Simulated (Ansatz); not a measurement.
**A B–B split interstitial in zincblende BN, 65 atoms, charge +3**

How does the host give way around this defect, what does it cost to form, and which levels does it put into the gap? The levels of theory are PBEsol, HSE06 and r²SCAN.

Program: Ansatz 0.2.0, PAW, plane waves. These are calculated values, not measurements.

## 1. Starting point

65 atoms (33 B, 32 N); a = 7.212 Å, b = 7.212 Å, c = 7.212 Å, α = 90.00°, β = 90.00°, γ = 90.00°. All atoms were shaken off their sites by about 0.02 Å along each axis. Defect site 1: (0.500, 0.500, 0.500).

The runs, in order: (2) PBEsol relaxation at the single k point (¼, ¼, ¼), on 1 × NVIDIA GB300 Max-Q with 8 threads of Arm Neoverse-V2; (3) HSE06 single point at the single k point (¼, ¼, ¼), on 1 × NVIDIA GB300 Max-Q with 8 threads of Arm Neoverse-V2; (4) r²SCAN single point at the single k point (¼, ¼, ¼), on 1 × NVIDIA GB300 Max-Q with 8 threads of Arm Neoverse-V2.

## 2. Relaxing the atoms with PBEsol

Input file in.yaml:

```yaml
crystal:
  lattice:
    - [7.211591, 0.000000, 0.000000]
    - [0.000000, 7.211591, 0.000000]
    - [0.000000, 0.000000, 7.211591]
  atoms:
    - { symbol: B, position: [0.999954, 0.996464, 0.002860] }
    - { symbol: B, position: [0.997478, 0.002274, 0.499296] }
    - { symbol: B, position: [0.003149, 0.499683, 0.001594] }
    - { symbol: B, position: [0.001098, 0.498424, 0.505671] }
    - { symbol: B, position: [0.495529, 0.000179, 0.003574] }
    - { symbol: B, position: [0.500214, 0.998526, 0.496490] }
    - { symbol: B, position: [0.501377, 0.497329, 0.000075] }
    - { symbol: B, position: [0.410688, 0.410494, 0.501538] }
    - { symbol: B, position: [0.253591, 0.248251, 0.000553] }
    - { symbol: B, position: [0.244915, 0.247846, 0.500000] }
    - { symbol: B, position: [0.248542, 0.750557, 0.998190] }
    - { symbol: B, position: [0.251908, 0.748248, 0.500946] }
    - { symbol: B, position: [0.747837, 0.251078, 0.000427] }
    - { symbol: B, position: [0.748517, 0.251693, 0.498292] }
    - { symbol: B, position: [0.752085, 0.750422, 0.995109] }
    - { symbol: B, position: [0.747840, 0.754968, 0.502107] }
    - { symbol: B, position: [0.244649, 0.003583, 0.248231] }
    - { symbol: B, position: [0.250488, 0.997098, 0.747587] }
    - { symbol: B, position: [0.250261, 0.498406, 0.246768] }
    - { symbol: B, position: [0.247150, 0.500458, 0.749997] }
    - { symbol: B, position: [0.751140, 0.000877, 0.256072] }
    - { symbol: B, position: [0.747625, 0.998244, 0.746554] }
    - { symbol: B, position: [0.752085, 0.503498, 0.254112] }
    - { symbol: B, position: [0.748363, 0.499809, 0.749171] }
    - { symbol: B, position: [0.997063, 0.250529, 0.251284] }
    - { symbol: B, position: [0.997604, 0.244788, 0.746259] }
    - { symbol: B, position: [0.004586, 0.754394, 0.247200] }
    - { symbol: B, position: [0.995304, 0.751107, 0.752839] }
    - { symbol: B, position: [0.501275, 0.249870, 0.255427] }
    - { symbol: B, position: [0.500122, 0.245374, 0.746986] }
    - { symbol: B, position: [0.500635, 0.750836, 0.249585] }
    - { symbol: B, position: [0.494109, 0.748778, 0.746049] }
    - { symbol: B, position: [0.586985, 0.590380, 0.499813] }
    - { symbol: N, position: [0.125286, 0.128352, 0.122444] }
    - { symbol: N, position: [0.123284, 0.121717, 0.625527] }
    - { symbol: N, position: [0.123532, 0.624883, 0.124886] }
    - { symbol: N, position: [0.128658, 0.622517, 0.622569] }
    - { symbol: N, position: [0.623651, 0.125577, 0.125200] }
    - { symbol: N, position: [0.625697, 0.125324, 0.625049] }
    - { symbol: N, position: [0.628324, 0.622576, 0.122656] }
    - { symbol: N, position: [0.623535, 0.623522, 0.621452] }
    - { symbol: N, position: [0.375498, 0.374717, 0.124464] }
    - { symbol: N, position: [0.377878, 0.373802, 0.624813] }
    - { symbol: N, position: [0.373236, 0.875551, 0.127736] }
    - { symbol: N, position: [0.372902, 0.871012, 0.625902] }
    - { symbol: N, position: [0.876480, 0.380476, 0.125891] }
    - { symbol: N, position: [0.876815, 0.378989, 0.623043] }
    - { symbol: N, position: [0.874274, 0.885669, 0.121891] }
    - { symbol: N, position: [0.877326, 0.880025, 0.625442] }
    - { symbol: N, position: [0.377212, 0.120020, 0.374693] }
    - { symbol: N, position: [0.372589, 0.129782, 0.879308] }
    - { symbol: N, position: [0.380015, 0.623435, 0.378209] }
    - { symbol: N, position: [0.372610, 0.620332, 0.878393] }
    - { symbol: N, position: [0.875932, 0.124529, 0.380897] }
    - { symbol: N, position: [0.874904, 0.126999, 0.870570] }
    - { symbol: N, position: [0.877137, 0.626743, 0.375011] }
    - { symbol: N, position: [0.876467, 0.622503, 0.875866] }
    - { symbol: N, position: [0.123855, 0.377490, 0.375788] }
    - { symbol: N, position: [0.126289, 0.374890, 0.874812] }
    - { symbol: N, position: [0.122955, 0.875686, 0.377974] }
    - { symbol: N, position: [0.127064, 0.875797, 0.878368] }
    - { symbol: N, position: [0.622239, 0.375317, 0.376244] }
    - { symbol: N, position: [0.625168, 0.375468, 0.874016] }
    - { symbol: N, position: [0.628477, 0.877286, 0.372760] }
    - { symbol: N, position: [0.623001, 0.877605, 0.873367] }
  symmetry: { detect: false }
kpoints:
  mp_grid: { grid: [1, 1, 1], shift: [0.25, 0.25, 0.25] }
hamiltonian:
  xc: pbesol
total_charge: 3
scf:
  occupations: { method: fermi_dirac, width: 0.01 }
relax:
  f_tol: 0.03
  max_steps: 80
  escape_saddle: false
  adjacent_minimum: "off"
output:
  forces: true
  eigenvalues: true
  populations: true
  charged_corrections: { epsilon: 7.1 }
```

Run with:

```console
> ansatz run in.yaml --threads 8 --pin off --max-ram 118750MiB --runs-dir r --events-out ev --progress --plain --backend cuda --devices 0,
```

The runs that follow: Single point with HSE06; Single point with r²SCAN.

**Question.** What will these runs give? Wanted: for each run, formation energy; host gap; top filled to lowest empty.

The runs gave:

```
             level         time  formation energy (eV)  host gap (eV)  top filled to lowest empty (eV)
PBEsol, relaxation   16 s (GPU)                   7.27           4.26                             2.66
             HSE06   15 s (GPU)                   5.31           5.81                             4.05
            r²SCAN  4.8 s (GPU)                   7.29           4.98                             3.19
```

```
     quantity                              value
   relaxation  6 recorded steps, 22.34 eV gained
largest shift                        0.32 Å (B8)
```

**What this shows.** The relaxation lowers the energy by 22.34 eV; the largest shift is 0.32 Å (B8). The formation energy at E_F = VBM goes from 7.27 eV (PBEsol) to 5.31 eV (HSE06), as the host gap goes from 4.26 to 5.81 eV. The reservoirs are the elements' reference phases; where the defect changes the composition, the value depends on that choice. r²SCAN puts 2 localised levels over 0.1 eV inside the gap, at 3.02 (empty), 4.21 (empty) eV, the tightest of them shared by about 9 atoms. The price of HSE06 is about 3.1 times the time of r²SCAN here. The host's edges were read at Γ, so band-like levels at this k point need not coincide with them. One k point and a cell of this size can leave errors of several tenths of an eV. The dielectric constant of 7.1 in the correction is an assumed value.
